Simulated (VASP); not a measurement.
# PtS2 (P-3m1) in VASP: notebook, part 3 of 3

VASP 6.6.1. Earlier steps stand in the parts before.

## Step 6: G0W0 quasiparticle levels, PBE

Input file POSCAR:

```
PtS2
1.0
    3.5432000000      0.0000000000      0.0000000000
   -1.7716000000      3.0685012107      0.0000000000
    0.0000000000      0.0000000000      5.0388000000
Pt S
1 2
Direct
    0.0000000000      0.0000000000      0.0000000000
    0.6666666667      0.3333333333      0.7730000000
    0.3333333333      0.6666666667      0.2270000000
```

Input file INCAR.step1:

```
SYSTEM = PtS2
ALGO = Fast
EDIFF = 1E-8
ENCUT = 500
GGA = PE
ISMEAR = 0
KPAR = 4
LASPH = .TRUE.
LCHARG = .FALSE.
LREAL = .FALSE.
LWAVE = .TRUE.
NELM = 100
PREC = Accurate
SIGMA = 0.01
```

Input file INCAR.step2:

```
SYSTEM = PtS2
ALGO = Exact
EDIFF = 1E-8
ENCUT = 500
GGA = PE
ISMEAR = 0
ISTART = 1
KPAR = 4
LASPH = .TRUE.
LCHARG = .FALSE.
LOPTICS = .TRUE.
LREAL = .FALSE.
LWAVE = .TRUE.
NBANDS = 239
NELM = 1
PREC = Accurate
SIGMA = 0.01
```

Input file INCAR.step3:

```
SYSTEM = PtS2
ALGO = EVGW0
EDIFF = 1E-8
ENCUT = 500
ENCUTGW = 150
GGA = PE
ISMEAR = 0
ISTART = 1
KPAR = 4
LASPH = .TRUE.
LCHARG = .FALSE.
LREAL = .FALSE.
LWAVE = .FALSE.
NBANDS = 239
NBANDSGW = 19
NELMGW = 1
NOMEGA = 50
PREC = Accurate
PRECFOCK = Fast
SIGMA = 0.01
```

Input file KPOINTS:

```
k-points
0
G
  4 4 4
  0 0 0
```

Potentials or basis: VASP PAW PBE potentials, release 64 (Pt_GW, S_GW).

On the command line:

```bash
cat potpaw_PBE.64/Pt_GW/POTCAR potpaw_PBE.64/S_GW/POTCAR > POTCAR
cp INCAR.step1 INCAR
mpirun -np 4 vasp_std > vasp.out
cp INCAR.step2 INCAR
mpirun -np 4 vasp_std > vasp.out
cp INCAR.step3 INCAR
mpirun -np 4 vasp_std > vasp.out
```

OUTCAR:

```text
SYSTEM = PtS2
   EDIFF = 1E-8
   ENCUT = 500
   ENCUTGW = 150
   GGA = PE
   ISMEAR = 0
   ISTART = 1
   LASPH = .TRUE.
   LREAL = .FALSE.
   NELMGW = 1
   PREC = Accurate
   PRECFOCK = Fast

 ion  position               nearest neighbor table
   1  0.000  0.000  0.000-   2 2.34   3 2.34   2 2.34   3 2.34   2 2.34   3 2.34
   2  0.667  0.333  0.773-   1 2.34   1 2.34   1 2.34
   3  0.333  0.667  0.227-   1 2.34   1 2.34   1 2.34

  LATTYP: Found a hexagonal cell.
 ALAT       =     3.5432000000
 C/A-ratio  =     1.4221043125

  Lattice vectors:

 A1 = (   3.5432000000,   0.0000000000,   0.0000000000)
 A2 = (  -1.7716000000,   3.0685012107,   0.0000000000)
 A3 = (   0.0000000000,   0.0000000000,   5.0388000000)

Analysis of symmetry for initial positions (statically):
=====================================================================
 Subroutine PRICEL returns:
 Original cell was already a primitive cell.

 Routine SETGRP: Setting up the symmetry group for a
 hexagonal supercell.

 Subroutine GETGRP returns: Found 12 space group operations
 (whereof 12 operations were pure point group operations)
 out of a pool of 24 trial point group operations.

The static configuration has the point symmetry D_3d.

Analysis of symmetry for dynamics (positions and initial velocities):
=====================================================================
 Subroutine PRICEL returns:
 Original cell was already a primitive cell.

 Routine SETGRP: Setting up the symmetry group for a
 hexagonal supercell.

 Subroutine GETGRP returns: Found 12 space group operations
 (whereof 12 operations were pure point group operations)
 out of a pool of 24 trial point group operations.

The dynamic configuration has the point symmetry D_3d.

[... 80 lines left out ...]
   ISTART =      1    job   : 0-new  1-cont  2-samecut
   ICHARG =      0    charge: 1-file 2-atom 10-const
   ISPIN  =      1    spin polarized calculation?
   LNONCOLLINEAR =      F non collinear calculations
   LSORBIT =      F    spin-orbit coupling
   LASPH  =      T    aspherical Exc in radial PAW
   ENCUT  =  500.0 eV  36.75 Ry    6.06 a.u.   6.46  6.46  9.19*2*pi/ulx,y,z
   NELM   =     60;   NELMIN=  2; NELMDL=  0     # of ELM steps
   EDIFF  = 0.1E-07   stopping-criterion for ELM
   LREAL  =      F    real-space projection
   EDIFFG = 0.1E-06   stopping-criterion for IOM
   NSW    =      0    number of steps for IOM
   IBRION =     -1    ionic relax: 0-MD 1-quasi-New 2-CG
   NFREE  =      0    steps in history (QN), initial steepest desc. (CG)
   ISIF   =      0    stress and relaxation
   ISYM   =      3    0-nonsym 1-usesym 2-fastsym
   POTIM  = 0.5000    time-step for ionic-motion
   TEBEG  =    0.0;   TEEND  =   0.0 temperature during run
   PSTRESS=    0.0 pullay stress
   NELECT =      22.0000    total number of electrons
   NUPDOWN=      -1.0000    fix difference up-down
   EMIN   =  10.00;   EMAX   =-10.00  energy-range for DOS
   EFERMI =   0.00;   METHOD = LEGACY
   ISMEAR =     0;   SIGMA  =   0.01  broadening in eV -4-tet -1-fermi 0-gaus
   EFERMI_NEDOS =   21; number of points for ismear=-14 and -15
   IALGO  =     38    algorithm
   IMIX   =      4    mixing-type and parameters
     AMIX     =   0.40;   BMIX     =  1.00
     AMIX_MAG =   1.60;   BMIX_MAG =  1.00
  volume/ion in A,a.u.               =      18.26       123.23
  Fermi-wavevector in a.u.,A,eV,Ry     =   1.207812  2.282434 19.848315  1.458810
  Thomas-Fermi vector in A             =   2.343439
   LORBIT       =      0    0 simple, 1 ext, 2 COOP (PROOUT), +10 PAW based schemes
   GGA     = PE    functional components
   LHFCALC =     T    Hartree Fock is set to
   PRECFOCK=fast      Normal, Fast or Accurate (Low or Medium for compatibility)
   ENCUT4O =  -1.0   cutoff for four orbital integrals eV
   NKREDX  =     1    reduce k-point grid by
   NKREDY  =     1    reduce k-point grid by
   NKREDZ  =     1    reduce k-point grid by
   AEXX    =    1.0000 exact exchange contribution
   HFSCREEN=    0.0000 screening length (either q_TF or 0.3 A-1)
   HFSCREENC=   0.0000 screening length for correlation (either q_TF or 0.3 A-1)
   ENCUTFOCK=  -1.0 apply spherical cutoff to Coloumb kernel
   IVDW    =     0    specifies the selected vdW correction
   LEPSILON=     F    determine dielectric tensor
   LRPA    =     F    only Hartree local field effects (RPA)
   LRPAFORCE           =     F    calculate RPA forces
   ENCUTGW             = 150.0    cutoff for response function in eV
   ENCUTGWSOFT         = 120.0    soft cutoff for Coulomb kernel in GW response function in eV
   ENCUTLF             =  -1.0    cutoff for local field effects
   NELMGW              =     1    number of iterations in solving QP/BSE equation
   NELMHF              =     1    number of iterations in the inner HF iteration
   NKREDLFX            =     1    NKREDLFY  =   1   NKREDLFZ  =   1
 non-spin polarized calculation
 Gauss-broadening in eV      SIGMA  =   0.01
  energy-cutoff  :      500.00
  volume of cell :       54.78
 maximum number of plane-waves:      1411
 NGX is ok and might be reduce to    28
  NGX = 14; NGY = 14; NGZ = 20
   NGX = 13   NGY = 13   NGZ = 19
 maximum number of plane-waves:       250

 QP shifts <psi_nk| G(iteration)W_0 |psi_nk>: iteration 1
 for sc-GW calculations column KS-energies equals QP-energies in previous step
 and V_xc(KS)=  KS-energies - (<T + V_ion + V_H > + <T+V_H+V_ion>^1  + <V_x>^1)

 k-point   1 :       0.0000    0.0000    0.0000
  band No.  KS-energies  QP-energies   sigma(KS)   V_xc(KS)     V^pw_x(r,r')   Z            occupation Imag(sigma)

      1      -8.8597      -9.0506     -13.4615     -13.1651     -21.4984       0.6438       2.0000       1.5016
      2      -5.6121      -6.0091     -14.6065     -14.0168     -21.2094       0.6731       2.0000       0.9798
      3      -0.3343      -0.8771     -13.9183     -13.1466     -18.0169       0.7033       2.0000       0.4832
      4      -0.3343      -0.8771     -13.9183     -13.1466     -18.0169       0.7033       2.0000       0.4832
      5      -0.1964      -0.8097     -12.8687     -11.9977     -17.6920       0.7042       2.0000       0.7263
      6       2.7238       2.0539     -13.8760     -12.9270     -18.0221       0.7059       2.0000       0.2713
[... 274 lines left out ...]
      5       0.9920       0.4285     -13.8642     -13.0950     -17.2631       0.7327       2.0000       0.4120
      6       1.8681       1.3125     -13.6897     -12.9256     -16.9779       0.7271       2.0000       0.3731
[... 11 lines left out ...]
     18      16.9659      17.1446     -11.1497     -11.3827      -5.4352       0.7671       0.0000      -0.3459
     19      17.5134      17.6277     -10.7335     -10.8838      -4.7367       0.7603       0.0000      -0.4145
```

OUTCAR.step2:

```text
SYSTEM = PtS2
   EDIFF = 1E-8
   ENCUT = 500
   GGA = PE
[... 887 lines left out ...]
  --------------------------------------------------------------------------------------------------------------
     0.00000    20.15982    20.15982    22.65517    -0.00000     0.00000    -0.00000
     1.84334    22.39390    22.39390    -2.41041    -0.00000     0.00000     0.00000
     3.68668     0.21583     0.21583     1.21601     0.00000     0.00000    -0.00000
     5.53002     0.55627     0.55627     7.06997    -0.00000    -0.00000     0.00000
     7.37337     0.11822     0.11822    -0.44646     0.00000    -0.00000     0.00000
     9.21671    -3.26245    -3.26245     0.01589    -0.00000    -0.00000     0.00000
[... 92 lines left out ...]
   180.64747     0.97602     0.97602     0.97566    -0.00000     0.00000     0.00000
   182.49081     0.97655     0.97655     0.97620    -0.00000     0.00000     0.00000
```

It took 2.7 min on 4 MPI ranks of AMD EPYC 9R45 (Zen 5), shared host; peak memory 0.79 GiB.

What came out:

| Property | Result |
| --- | --- |
| Band gap on the k mesh, mean-field level | 0.95 eV, direct |
| Quasiparticle gap | 1.38 eV |
| Least direct quasiparticle gap | 1.43 eV |

Levels at points of the mesh, in eV from the valence-band top:
```csv
k point,band 9,band 10,band 11,band 12,band 13,band 14
"(0.00, 0.00, 0.00)",-1.05,-1.05,-0.03,2.55,2.55,4.88
"(0.50, 0.00, 0.00)",-3.14,-2.90,-2.25,1.87,2.93,5.60
"(0.00, 0.00, 0.50)",-1.23,-1.23,-0.81,3.02,3.02,5.54
"(0.50, 0.00, 0.50)",-3.00,-2.63,-1.27,2.19,2.45,5.47
```

Caveat: the k mesh is coarse (spacing up to 0.51 Å⁻¹), so the values aren't converged; bands, screening cutoff and mesh are small and nothing is extrapolated, so the quasiparticle values aren't converged; spin-orbit coupling is left out, which moves the levels of the heavy elements.

## Step 7: Overview

```tsv
task	level	potentials or basis	k mesh	cutoff (eV)	smearing	grid for exact exchange (PRECFOCK)	exchange at q = 0	ladder	GW scheme	GW iterations	mesh quality	gap on the mesh (eV)	pressure (GPa)	largest force (eV/Å)
band structure	HSE03	VASP PAW PBE potentials, release 64 (Pt, S)	5 × 5 × 3	520	fermi-dirac 0.05 eV	Fast	-	-	-	-	not flagged	1.74	6.9	0.90
band structure	TPSSh	VASP PAW PBE potentials, release 64 (Pt, S)	5 × 5 × 3	520	fermi-dirac 0.05 eV	Fast	truncated	-	-	-	not flagged	1.84	8.9	1.17
G0W0 quasiparticle levels	PBE	VASP PAW PBE potentials, release 64 (Pt_GW, S_GW)	4 × 4 × 4	500	gaussian 0.01 eV	-	-	free	G0W0	1	coarse	-	-	-
```

Alike in all rows: no spin polarisation; cell as given.

Caveats: some runs use coarse meshes; spin-orbit coupling is left out, which moves the levels of the heavy elements; the PAW data sets were made with another functional, which shifts forces and pressure a little (some runs); the mesh misses the band edges, which the band path finds closer together (some runs); bands, screening cutoff and mesh are small and nothing is extrapolated, so the quasiparticle values aren't converged (some runs).

Absolute energies hang on the potentials; compare differences alone.
